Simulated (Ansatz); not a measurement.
# AlN (F-43m) in Ansatz: a series of runs

The runs below take AlN through single point, with PBE.

Everything below comes from runs of Ansatz 0.2.0. Logs are shortened: lines on timing, memory, paths and dates and some standing lists are left out, and cuts for length are marked.

**1. The crystal as given**

The structure is cubic, space group F-43m (No. 216). The conventional cell has a = 4.368 Å, b = 4.368 Å, c = 4.368 Å, α = 90.00°, β = 90.00°, γ = 90.00°. Al (site symmetry -43m) has 4 N at 1.89 Å as nearest neighbours. N (site symmetry -43m) has 4 Al at 1.89 Å as nearest neighbours.

Measurements of this composition are mostly on another form, of space group No. 186.

**2. Single point, PBE**

The input, input.yaml:

```yaml
crystal:
  lattice:
    - [0.0, 2.1839935596, 2.1839935596]
    - [2.1839935596, 0.0, 2.1839935596]
    - [2.1839935596, 2.1839935596, 0.0]
  atoms:
    - { symbol: Al, position: [0.0, 0.0, 0.0] }
    - { symbol: "N", position: [0.25, 0.25, 0.25] }
kpoints:
  mp_grid: { grid: [10, 10, 10] }
scf:
  occupations: { method: gaussian, width: 0.028 }
hamiltonian:
  xc: pbe
  pseudopotentials: { kind: all_electron, lapw: { basis_error: 0.001 } }
output:
  forces: true
  stress: true
  eigenvalues: true
```

Potentials or basis: all-electron LAPW, scalar-relativistic.

Command:

```console
ansatz run input.yaml --threads 1 --pin off --max-ram 3072MiB --backend cpu --events-out ev --progress --plain --runs-dir out
```

Standard output:

```text
Warning: RAYON_NUM_THREADS=1 ignored (pool sized by the plan → 1); use --threads N
LAPW: plane waves up to 9.958 Å⁻¹, error target 1.0e-3 eV per atom; small_component_spin mean_spin; N in spheres of 0.908 Å, 7 of its electrons in bands, Dirac shells []; Al in spheres of 0.984 Å, 11 of its electrons in bands, Dirac shells [] (how accurate: hamiltonian.pseudopotentials.lapw.basis_error, Limitations)
Engine: ansatz 0.2.0, x86_64-unknown-linux-gnu
Pseudopotentials: kind: all_electron
Pseudopotential: Al, LAPW, valence charge 11, lapw/all_electron/scalar/gaussian/Al, Koelling and Harmon's equation, gaussian nucleus
Pseudopotential: N, LAPW, valence charge 7, lapw/all_electron/scalar/gaussian/N, Koelling and Harmon's equation, gaussian nucleus
Functional definition: PBE
  parameter kappa = 0.804
  parameter beta = 0.06672455060314922
  exchange = pbe_x(kappa = kappa, mu = beta*pi^2/3)
  correlation = pbe_c(beta = beta)
Crystal: 2 atoms, lattice volume = 20.835 Å³
Basis set: ecut = 377.7975565195762 eV, 331 PW (Γ), exchange–correlation at level 2
Bands: 13, of which v1, the nominal top of the filled ones, is band 9 counted from 1 (8 counted from 0)
Symmetry: 24 space group operations
Space group: F-43m (ITA 216), of the structure as read, at distance tolerance 2.8e-5 Å
k-points: 47 of 1000 (time reversal used)
Non-local potential: Al, projectors of the file, none
Non-local potential: N, projectors of the file, none
Initial density: superposition of atomic densities (chi_scale 0.1, normalization cell, long waves kept (reshape's long-wave potential 0.00 eV rms))
Initial wavefunctions: plane waves of lowest kinetic energy (no species holds an atomic orbital)
Functional: x = pbe(κ = 0.804, μ = 0.2195149727645171), c = pbe(β = 0.06672455060314922)
iter 1 solved again at ethr=3.13e-2 eV; its pass at ethr=1.00e-1 eV (dr2=5.63e0 eV) is discarded
SCF iter   1: F=—  HF=-8102.743162 eV  |F-HF|=—  |Δ(HF+E_count)|=         —  Δρ=1.50e-1  dr2=5.63e0  ethr=3.13e-2  ⟨swp⟩=2.0  Hψ=4095  notcnv=0
preconditioner: auto → none  [insulator: Δε(μ)=5.903 eV  Ē_g=16.988 eV  σ=0.028 eV  W_gap=1.00  n_scr=8 (ndim 8)  ℏωp=23.0 eV  f_vac=0.000  D(μ)=0.00/eV (n_scr^D=0)  ε∞_Penn≈2.8]
iter 2 solved again at ethr=1.57e-3 eV; its pass at ethr=3.13e-2 eV (dr2=2.83e-1 eV) is discarded
SCF iter   2: F=—  HF=-8100.694841 eV  |F-HF|=—  |Δ(HF+E_count)|=    2.05e0  Δρ=4.54e-2  dr2=2.84e-1  ethr=1.57e-3  ⟨swp⟩=2.0  Hψ=3307  notcnv=0
SCF iter   3: F=—  HF=-8100.359821 eV  |F-HF|=—  |Δ(HF+E_count)|=   3.35e-1  Δρ=1.71e-2  dr2=5.21e-2  ethr=1.57e-3  ⟨swp⟩=3.0  Hψ=2009  notcnv=0
SCF iter   4: F=—  HF=-8100.358984 eV  |F-HF|=—  |Δ(HF+E_count)|=         —  Δρ=4.78e-4  dr2=4.20e-5  ethr=2.90e-4  ⟨swp⟩=2.0  Hψ=1833  notcnv=0
the basis was enlarged: its passes take 329.1 KiB over the memory plan, 1 of 1 planned eigensolver slots
SCF iter   5: F=—  HF=-8100.358766 eV  |F-HF|=—  |Δ(HF+E_count)|=   2.18e-4  Δρ=2.65e-4  dr2=1.48e-5  ethr=2.33e-7  ⟨swp⟩=3.0  Hψ=1793  notcnv=0
SCF iter   6: F=—  HF=-8100.358754 eV  |F-HF|=—  |Δ(HF+E_count)|=   1.12e-5  Δρ=8.71e-5  dr2=5.55e-7  ethr=8.25e-8  ⟨swp⟩=2.4  Hψ=1666  notcnv=0
SCF iter   7: F=-8100.358754 eV  HF=-8100.358754 eV  |F-HF|=9.37e-9  |Δ(HF+E_count)|=   7.80e-8  Δρ=9.70e-6  dr2=8.38e-9  ethr=3.08e-9  ⟨swp⟩=3.0  Hψ=1735  notcnv=0
SCF 1 converged in 7 iterations: F = -8100.358754 eV  dr2 = 8.38e-9
SCF converged after 7 iterations
Free energy (F): -8100.358754 eV
Harris-Foulkes:  -8100.358754 eV  (|F-HF|=9.37e-9)
Internal energy: -8100.358754 eV  (E = F + TS)
E sigma→0 (E₀):  -8100.358754 eV
Fermi energy:    10.161888 eV
--- Per-component energies (eV) ---
  E_band       = -1206.009408
  E_kinetic    = 8111.752867
  E_xc         = -697.377511
  E_electrostatic = -15514.734111  (all electrons and nuclei)
  E_smearing   = -0.000000  (= −TS)
  E_closure    = 0.000000  (closes the sum)
  E_atoms      = -8085.525438  (free atoms, spherical and without spin; not in F)
  Σ components = -8100.358754   (vs F -8100.358754, Δ=0.00e0)
  Basis errors (estimates in eV, not in F): energy 5.0e-4 per atom: plane waves 4.6e-4 (2.9e-4 summed), levels above the bands 0.0e0, relativity 3.6e-8, radial functions 4.5e-5, core shells 4.0e-12; eigenvalues (radial functions only) 3.0e-6; not estimated: angular momenta, meshes, grids; target (lapw.basis_error) 1.0e-3; muffin-tin radii N 0.908 Å, Al 0.984 Å
--- Forces (eV/Å), atoms counted from 1 ---
  atom   1  Al     0.00000000    -0.00000000     0.00000000
  atom   2  N     -0.00000000     0.00000000     0.00000000
  max |Σ_I F_I| component: 3.70e-17 eV/Å
--- Stress (GPa, compression-positive) ---
        4.757780      -0.000000       0.000000
       -0.000000       4.757780       0.000000
        0.000000       0.000000       4.757780
  P = ⅓ Tr σ = 4.7578 GPa (47.578 kbar)
--- Band table (eV; the first three rows and the last of 47) ---
  k-point 0: bands = ["-364.9714", "-91.8597", "-53.3194", "-53.3194", "-53.3194", "-6.4787", "8.5030", "8.5030", "8.5030", "12.6949", "21.0607", "21.0607", "21.0607"]
  k-point 1: bands = ["-364.9714", "-91.8596", "-53.3205", "-53.3196", "-53.3196", "-6.3320", "7.6914", "8.4513", "8.4513", "13.3557", "20.6720", "21.1942", "21.1942"]
  k-point 2: bands = ["-364.9714", "-91.8593", "-53.3231", "-53.3200", "-53.3200", "-5.9145", "6.0869", "8.3225", "8.3225", "14.4805", "19.8706", "21.1235", "21.1235"]
  k-point 46: bands = ["-364.9714", "-91.8584", "-53.3277", "-53.3256", "-53.3236", "-3.7403", "4.4269", "5.4080", "5.8809", "14.2245", "19.3652", "20.8796", "21.1340"]
```

Run time: 16 s. Hardware: 1 thread of Intel Xeon at 2.50GHz (Skylake/Cascade Lake), shared host; peak memory 0.28 GiB.

What came out:

```
Free energy            : -8100.3588 eV
Pressure               : 4.8 GPa
Band gap on the k mesh : 3.32 eV, indirect (least direct gap 4.19 eV)
```

A k mesh can miss the band edges. Expect the measured gap to be larger: semilocal functionals such as PBE lack the derivative discontinuity.

**3. Single point, PBE**

Changes to input.yaml since step 2:

```diff
@@ -11,3 +11,3 @@
 scf:
-  occupations: { method: gaussian, width: 0.028 }
+  occupations: { method: gaussian, width: 0.011 }
 hamiltonian:
```

Potentials or basis: all-electron LAPW, scalar-relativistic.

Command:

```console
ansatz run input.yaml --threads 1 --pin off --max-ram 3072MiB --backend cpu --events-out ev --progress --plain --runs-dir out
```

Run time: 18 s. Hardware: 1 thread of Intel Xeon at 2.50GHz (Skylake/Cascade Lake), shared host; peak memory 0.28 GiB.

It converged, with:

```yaml
Free_energy: -8100.3588 eV
Pressure: 4.8 GPa
Band_gap_on_the_k_mesh: 3.32 eV, indirect (least direct gap 4.19 eV)
```

Levels at points of the mesh, in eV from the valence-band top:
| k point | band 7 | band 8 | band 9 | band 10 | band 11 | band 12 |
| --- | --- | --- | --- | --- | --- | --- |
| (0.00, 0.00, 0.00) | 0.00 | 0.00 | 0.00 | 4.19 | 12.56 | 12.56 |
| (0.00, 0.00, -0.50) | -5.85 | -0.48 | -0.48 | 7.38 | 9.86 | 11.14 |
| (0.00, -0.50, -0.50) | -4.90 | -1.77 | -1.77 | 3.32 | 8.61 | 13.95 |

A k mesh can miss the band edges.
